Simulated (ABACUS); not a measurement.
# Si (Fd-3m) in ABACUS: settings compared, part 2 of 2

ABACUS 3.10.1. The steps go on from the part before.

**3. Relaxation of cell and atoms, r2SCAN**

run_abacus.py reads:

```python
"""ABACUS run from a structure file: ASE reads it, the script writes STRU, KPT and INPUT."""
import re
import subprocess
from ase.io import read
from ase.units import Bohr

atoms = read("Si.xyz")
atoms = atoms[(-atoms.numbers).argsort(kind="stable")]  # ABACUS lists atoms element by element
pseudo = {'Si': 'Si_ONCV_PBE-1.2.upf'}
orbital = {}
magmoms = None
kmesh = [5, 5, 5]
params = {
    'suffix': 'Si',
    'calculation': 'cell-relax',
    'basis_type': 'pw',
    'pseudo_dir': './',
    'symmetry': 1,
    'dft_functional': 'MGGA_X_R2SCAN+MGGA_C_R2SCAN',
    'ecutwfc': 69,
    'pseudo_rcut': 10,
    'nspin': 1,
    'nbands': 8,
    'ks_solver': 'dav',
    'smearing_method': 'fd',
    'smearing_sigma': 0.00367493,
    'scf_thr': 1e-08,
    'scf_nmax': 100,
    'mixing_type': 'broyden',
    'mixing_beta': 0.7,
    'cal_force': 1,
    'cal_stress': 1,
    'mixing_tau': 1,
    'relax_nmax': 60,
    'force_thr_ev': 0.02,
    'relax_method': 'cg',
    'out_stru': 1,
    'stress_thr': 0.5,
    'kpar': 4,
}

symbols = atoms.get_chemical_symbols()
elements = list(dict.fromkeys(symbols))
lines = ["ATOMIC_SPECIES"] + [f"{e} {atoms.get_masses()[symbols.index(e)]:.4f} {pseudo[e]}" for e in elements]
if orbital:
    lines += ["", "NUMERICAL_ORBITAL"] + [orbital[e] for e in elements]
lines += ["", "LATTICE_CONSTANT", f"{1 / Bohr:.10f}", "", "LATTICE_VECTORS"]
lines += [" ".join(f"{x:.10f}" for x in v) for v in atoms.cell]
lines += ["", "ATOMIC_POSITIONS", "Direct"]
for e in elements:
    lines += ["", e, "0.0", str(symbols.count(e))]
    for i, p in enumerate(atoms.get_scaled_positions(wrap=False)):
        if symbols[i] == e:
            mag = "" if magmoms is None else " mag " + " ".join(str(x) for x in (magmoms[i] if isinstance(magmoms[i], list) else [magmoms[i]]))
            lines.append(" ".join(f"{x:.10f}" for x in p) + " 1 1 1" + mag)
open("STRU", "w").write("\n".join(lines) + "\n")
open("KPT", "w").write("K_POINTS\n0\nGamma\n%d %d %d 0 0 0\n" % tuple(kmesh))
open("INPUT", "w").write("INPUT_PARAMETERS\n" + "".join(f"{k:<20s}{v}\n" for k, v in params.items()))

done = subprocess.run(['mpirun', '-np', '4', 'abacus'])
if done.returncode:
    raise SystemExit(done.returncode)
log = open("OUT.Si/running_cell-relax.log").read()
print("final energy (eV):", re.findall(r"FINAL_ETOT_IS (\S+)", log))
```

Si.xyz reads:

```xyz
2
Lattice="0.0000000000 2.7218511865 2.7218511865 2.7218511865 0.0000000000 2.7218511865 2.7218511865 2.7218511865 0.0000000000" Properties=species:S:1:pos:R:3 pbc="T T T"
Si     2.7218511865      2.7218511865      2.7218511865
Si     4.0827767798      4.0827767798      4.0827767798
```

Potentials or basis: SG15 ONCV 1.2 PBE, plane waves.

Launch:

```bash
$ OMP_NUM_THREADS=1 python run_abacus.py > log
```

running log:

```text
ABACUS v3.10.1

               Atomic-orbital Based Ab-initio Computation at UStc

 ------------------------------------------------------------------------------------

 READING GENERAL INFORMATION
                           global_out_dir = OUT.Si/
                           global_in_card = INPUT
                               pseudo_dir = ./
                              orbital_dir =
                                    DSIZE = 4
                                    GSIZE = 1

 READING UNITCELL INFORMATION
                                    ntype = 1
                  lattice constant (Bohr) = 1.88973
              lattice constant (Angstrom) = 1

 READING ATOM TYPE 1
                               atom label = Si
                      L=0, number of zeta = 1
                      L=1, number of zeta = 1
                      L=2, number of zeta = 1
             number of atom for this type = 2

                        TOTAL ATOM NUMBER = 2
DIRECT COORDINATES
    atom                   x                   y                   z     mag                  vx                  vy                  vz
taud_Si1            0.5000000000        0.5000000000        0.5000000000  0.0000        0.0000000000        0.0000000000        0.0000000000
taud_Si2            0.7500000000        0.7500000000        0.7500000000  0.0000        0.0000000000        0.0000000000        0.0000000000

                          Volume (Bohr^3) = 272.157
                             Volume (A^3) = 40.3295

 Lattice vectors: (Cartesian coordinate: in unit of a_0)
                   +0            +2.72185            +2.72185
             +2.72185                  +0            +2.72185
             +2.72185            +2.72185                  +0
 Reciprocal vectors: (Cartesian coordinate: in unit of 2 pi/a_0)
            -0.183699           +0.183699           +0.183699
            +0.183699           -0.183699           +0.183699
            +0.183699           +0.183699           -0.183699
 The esolver type has been set to : ksdft_pw

                PAO radial cut off (Bohr) = 10

 Read in pseudopotential file is Si_ONCV_PBE-1.2.upf
                     pseudopotential type = NC
          exchange-correlation functional = PBE
                 nonlocal core correction = 0
                        valence electrons = 4
[... 323 lines left out ...]
 E_xc           -4.7990104745        -65.2938872149
 E_Ewald        -16.6535456342       -226.5831125276
 E_entropy(-TS) -0.0000024760        -0.0000336881
 E_descf        0.0000000000         0.0000000000
[... 4 lines left out ...]
 charge density convergence is achieved
 final etot is -214.48723079189 eV
 EFERMI = 6.27403652733 eV

 STATE ENERGY(eV) AND OCCUPATIONS    NSPIN == 1
[... levels at 3 further k points ...]

------------------------------------------------------------------------------------------
 TOTAL-FORCE (eV/Angstrom)
------------------------------------------------------------------------------------------
                       Si1         0.0000000000         0.0000000000         0.0000000000
                       Si2         0.0000000000         0.0000000000         0.0000000000
------------------------------------------------------------------------------------------
[... 13 lines left out ...]
 Largest gradient in stress is 7.443369 kbar.
 Threshold is 0.500000 kbar.

 Relaxation is not converged yet!
DIRECT COORDINATES
    atom                   x                   y                   z     mag                  vx                  vy                  vz
taud_Si1            0.5000000000        0.5000000000        0.5000000000  0.0000        0.0000000000        0.0000000000        0.0000000000
taud_Si2            0.7500000000        0.7500000000        0.7500000000  0.0000        0.0000000000        0.0000000000        0.0000000000

                          Volume (Bohr^3) = 274.995782
                             Volume (A^3) = 40.750122
[... 10 lines left out ...]
 -------------------------------------------
 STEP OF RELAXATION : 3
 -------------------------------------------

[... set-up of the moved cell ...]

 PW ALGORITHM --------------- ION=   3  ELEC=   1--------------------------------
 Notice: Threshold on eigenvalues was too large.
 hsover_error=0.080000 > DRHO=0.000035
 Origin diag ethr = 0.010000
 New diag ethr = 0.000000

 Density error is 0.000031792337
                          Error Threshold = 0.000000440246
----------------------------------------------------------
     Energy           Rydberg                 eV
----------------------------------------------------------
 E_KohnSham     -15.7645696330       -214.4879735266
 E_Harris       -15.7545422596       -214.3515441119
 E_Fermi        0.4659989614         6.3402411368
----------------------------------------------------------

[... 2 further cycles ...]
 PW ALGORITHM --------------- ION=   3  ELEC=   4--------------------------------

 Density error is 0.000000003478
                          Error Threshold = 0.000000000498
----------------------------------------------------------
     Energy           Rydberg                 eV
----------------------------------------------------------
 E_KohnSham     -15.7645723811       -214.4880109164
 E_KS(sigma->0) -15.7645709948       -214.4879920549
 E_Harris       -15.7644528169       -214.4863841623
 E_band         0.4071182562         5.5391280444
 E_one_elec     4.6084225369         62.7008052934
 E_Hartree      1.1335528310         15.4227774863
 E_xc           -4.8077423820        -65.4126909117
 E_Ewald        -16.6988025944       -227.1988650614
 E_entropy(-TS) -0.0000027726        -0.0000377230
 E_descf        0.0000000000         0.0000000000
[... 58 lines left out ...]
 Largest gradient in stress is 0.008068 kbar.
 Threshold is 0.500000 kbar.

 Relaxation is converged!

 --------------------------------------------
 !FINAL_ETOT_IS -214.4880109164309658 eV
 --------------------------------------------
```

STRU:

```text
ATOMIC_SPECIES
Si 28.0850 Si_ONCV_PBE-1.2.upf

LATTICE_CONSTANT
1.8897261258

LATTICE_VECTORS
0.0000000000 2.7218511865 2.7218511865
2.7218511865 0.0000000000 2.7218511865
2.7218511865 2.7218511865 0.0000000000

ATOMIC_POSITIONS
Direct

Si
0.0
2
0.5000000000 0.5000000000 0.5000000000 1 1 1
0.7500000000 0.7500000000 0.7500000000 1 1 1
```

Run time: 9.7 s. Hardware: 4 MPI ranks of Intel Xeon Platinum 8488C (Sapphire Rapids), shared host; peak memory 0.36 GiB.

What came out:

```yaml
Free_energy: -214.4880 eV
Relaxed_volume: 20.38 Å³/atom
Relaxed_cell: a = 3.863 Å, b = 3.863 Å, c = 3.863 Å, α = 60.00°, β = 60.00°, γ = 60.00°
Space_group_after_relaxing_to_0.05_Å: Fd-3m (No. 227)
Energy_gained_by_relaxing: 0.6 meV/atom
Ionic_steps: 3
Pressure_after_relaxing: 0.0 GPa
Band_gap_on_the_k_mesh: 0.73 eV, indirect (least direct gap 2.70 eV)
```

Step by step:
```csv
step,energy change (eV),largest force (eV/Å),pressure (GPa),volume (Å³)
1,0.0000,0.0000,0.98,40.33
2,-0.0005,0.0000,-0.74,41.08
3,-0.0013,0.0000,0.00,40.75
```

Final structure:
```
Si
1.0
     0.00000    2.73128    2.73128
     2.73128    0.00000    2.73128
     2.73128    2.73128    0.00000
Si
2
Direct
  0.50000 0.50000 0.50000
  0.75000 0.75000 0.75000
```

Caveat: the potentials were made for another functional, which shifts forces and pressure; an odd mesh through Γ misses points on the zone boundary, where band edges often lie. r2SCAN opens gaps a little over a GGA but as a rule still falls short of measured ones.

**4. Single point, MS2**

INPUT reads:

```
INPUT_PARAMETERS
suffix              Si
calculation         scf
basis_type          pw
pseudo_dir          ./
symmetry            1
dft_functional      MGGA_X_MS2+GGA_C_REGTPSS
ecutwfc             69
pseudo_rcut         10
nspin               1
nbands              14
ks_solver           dav
smearing_method     fd
smearing_sigma      0.00367493
scf_thr             1e-08
scf_nmax            100
mixing_type         broyden
mixing_beta         0.7
cal_force           1
cal_stress          1
mixing_tau          1
out_chg             1
kpar                4
```

STRU reads:

```
ATOMIC_SPECIES
Si 28.0850 Si_ONCV_PBE-1.2.upf

LATTICE_CONSTANT
1.8897261246

LATTICE_VECTORS
0.0000000000 2.7218511865 2.7218511865
2.7218511865 0.0000000000 2.7218511865
2.7218511865 2.7218511865 0.0000000000

ATOMIC_POSITIONS
Direct

Si
0.0
2
0.5000000000 0.5000000000 0.5000000000 1 1 1
0.7500000000 0.7500000000 0.7500000000 1 1 1
```

KPT reads:

```
K_POINTS
0
Gamma
5 5 5 0 0 0
```

Launch:

```bash
$ OMP_NUM_THREADS=1 mpirun -np 4 abacus > log
```

Run time: 20 s. Hardware: 4 MPI ranks of Intel Xeon Platinum 8259CL at 2.50GHz (Skylake/Cascade Lake), shared host; peak memory 0.32 GiB.

The run converged, but a check on its numbers failed (symmetry, net force, bounds or a known fault of this set-up), so they aren't taken as properties of the crystal.

Caveat: the potentials were made for another functional, which shifts forces and pressure; an odd mesh through Γ misses points on the zone boundary, where band edges often lie.

**5. Single point, M06-L**

Edit run_abacus.py of step 3 so:

```diff
@@ -14,3 +14,3 @@
     'suffix': 'Si',
-    'calculation': 'cell-relax',
+    'calculation': 'scf',
     'basis_type': 'pw',
@@ -18,3 +18,3 @@
     'symmetry': 1,
-    'dft_functional': 'MGGA_X_R2SCAN+MGGA_C_R2SCAN',
+    'dft_functional': 'MGGA_X_M06_L+MGGA_C_M06_L',
     'ecutwfc': 69,
@@ -22,3 +22,3 @@
     'nspin': 1,
-    'nbands': 8,
+    'nbands': 14,
     'ks_solver': 'dav',
@@ -33,7 +33,3 @@
     'mixing_tau': 1,
-    'relax_nmax': 60,
-    'force_thr_ev': 0.02,
-    'relax_method': 'cg',
-    'out_stru': 1,
-    'stress_thr': 0.5,
+    'out_chg': 1,
     'kpar': 4,
@@ -62,3 +58,3 @@
     raise SystemExit(done.returncode)
-log = open("OUT.Si/running_cell-relax.log").read()
+log = open("OUT.Si/running_scf.log").read()
 print("final energy (eV):", re.findall(r"FINAL_ETOT_IS (\S+)", log))
```

Si.xyz is that of step 3.

Launch:

```bash
$ OMP_NUM_THREADS=1 python run_abacus.py > log
```

Wall time 16 s (4 MPI ranks of Intel Xeon Platinum 8488C (Sapphire Rapids), shared host); peak memory 0.36 GiB.

Results (log left out):

| Quantity | Value |
| --- | --- |
| Free energy | -213.8192 eV |
| Pressure | 0.4 GPa |
| Band gap on the k mesh | 1.00 eV, indirect (least direct gap 3.14 eV) |

Levels at points of the mesh, in eV from the valence-band top:
```csv
k point,band 1,band 2,band 3,band 4,band 5,band 6,band 7,band 8,band 9
"(0.00, 0.00, 0.00)",-12.33,0.00,0.00,0.00,3.14,3.14,3.14,4.19,8.03
```

Caveat: the potentials were made for another functional, which shifts forces and pressure; an odd mesh through Γ misses points on the zone boundary, where band edges often lie.

**6. Relaxation of cell and atoms, M06-L**

INPUT reads:

```
INPUT_PARAMETERS
suffix              Si
calculation         cell-relax
basis_type          pw
pseudo_dir          ./
latname             fcc
symmetry            1
dft_functional      MGGA_X_M06_L+MGGA_C_M06_L
ecutwfc             69
pseudo_rcut         10
nspin               1
nbands              8
ks_solver           dav
smearing_method     fd
smearing_sigma      0.00367493
scf_thr             1e-08
scf_nmax            100
mixing_type         broyden
mixing_beta         0.7
cal_force           1
cal_stress          1
mixing_tau          1
relax_nmax          60
force_thr_ev        0.02
relax_method        cg
out_stru            1
stress_thr          1
kpar                4
```

STRU reads:

```
ATOMIC_SPECIES
Si 28.0850 Si_ONCV_PBE-1.2.upf

LATTICE_CONSTANT
10.2871065889

ATOMIC_POSITIONS
Direct

Si
0.0
2
0.5000000000 0.5000000000 0.5000000000 1 1 1
0.2500000000 0.2500000000 0.2500000000 1 1 1
```

KPT is that of step 4.

Potentials or basis: SG15 ONCV 1.2 PBE, plane waves.

Launch:

```bash
$ OMP_NUM_THREADS=1 mpirun -np 4 abacus > log
```

Run time: 17 s. Hardware: 4 MPI ranks of Intel Xeon Platinum 8488C (Sapphire Rapids), shared host; peak memory 0.36 GiB.

The run converged. Its results:

```yaml
Free_energy: -213.8194 eV
Relaxed_volume: 20.24 Å³/atom
Relaxed_cell: a = 3.854 Å, b = 3.854 Å, c = 3.854 Å, α = 60.00°, β = 60.00°, γ = 60.00°
Space_group_after_relaxing_to_0.05_Å: Fd-3m (No. 227)
Energy_gained_by_relaxing: 0.1 meV/atom
Ionic_steps: 3
Pressure_after_relaxing: 0.0 GPa
Band_gap_on_the_k_mesh: 1.01 eV, indirect (least direct gap 3.14 eV)
```

The path:
```
step  energy change (eV)  largest force (eV/Å)  pressure (GPa)  volume (Å³)
   1              0.0000                0.0000            0.35        40.33
   2              0.0000                0.0000           -0.29        40.60
   3             -0.0002                0.0000            0.00        40.48
```

Final structure:
```
Si
1.0
    -2.72515    0.00000    2.72515
     0.00000    2.72515    2.72515
    -2.72515    2.72515    0.00000
Si
2
Direct
  0.50000 0.50000 0.50000
  0.25000 0.25000 0.25000
```

Levels at points of the mesh, in eV from the valence-band top:
| k point | band 1 | band 2 | band 3 | band 4 | band 5 | band 6 | band 7 | band 8 |
| --- | --- | --- | --- | --- | --- | --- | --- | --- |
| (0.00, 0.00, 0.00) | -12.31 | 0.00 | 0.00 | 0.00 | 3.14 | 3.14 | 3.14 | 4.14 |

Caveat: the potentials were made for another functional, which shifts forces and pressure; an odd mesh through Γ misses points on the zone boundary, where band edges often lie.

**7. The runs side by side**

```tsv
task	level	cell	max steps of the relaxation	force threshold	optimiser	stress threshold	gap on the mesh (eV)	pressure (GPa)	relaxed volume (Å³/atom)
single point	r2SCAN	as given	-	-	-	-	0.71	1.0	-
relaxation of cell and atoms	r2SCAN	relaxed	60	0.02 eV/Å	cg	0.5 kbar	0.73	0.0	20.38
single point	M06-L	as given	-	-	-	-	1.00	0.4	-
relaxation of cell and atoms	M06-L	relaxed	60	0.02 eV/Å	cg	1 kbar	1.01	0.0	20.24
```

Alike in all rows: potentials or basis SG15 ONCV 1.2 PBE, plane waves; no spin polarisation; k mesh 5 × 5 × 5; cutoff (eV) 939; smearing fermi-dirac 0.05 eV.

Caveats: the potentials were made for another functional, which shifts forces and pressure; an odd mesh through Γ misses points on the zone boundary, where band edges often lie.

Absolute energies hang on the potentials; compare differences alone.
